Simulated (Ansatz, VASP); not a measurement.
Two plane-wave programs on Ti

```
Ti
1.0
    -1.60512    1.60512    1.60512
     1.60512   -1.60512    1.60512
     1.60512    1.60512   -1.60512
Ti
1
Direct
  0.00000 0.00000 0.00000
```

This isn't the form of Ti at room conditions, which is hcp.

Alike in both runs: task single point; functional PBEsol; k mesh 14 × 14 × 14; occupations gaussian, width 0.15 eV; no spin polarisation.

```csv
,VASP,Ansatz
version,VASP 6.6.1,Ansatz 0.2.0
potentials or method,"VASP PAW PBE potentials, release 64 (Ti_sv)","scalar-relativistic, plane waves, PAW"
plane-wave cutoff (eV),520,420
valence electrons in the cell,12,12
```

```csv
,VASP,Ansatz,Ansatz less VASP
gap on the k mesh at the Fermi level (eV),none,none,-
pressure (GPa),-0.2,0.1,+0.28
```

A gap of «none» marks a metal or a gap that the smearing closes.

Caveats: the PAW data sets were made with another functional, which shifts forces and pressure a little (VASP).
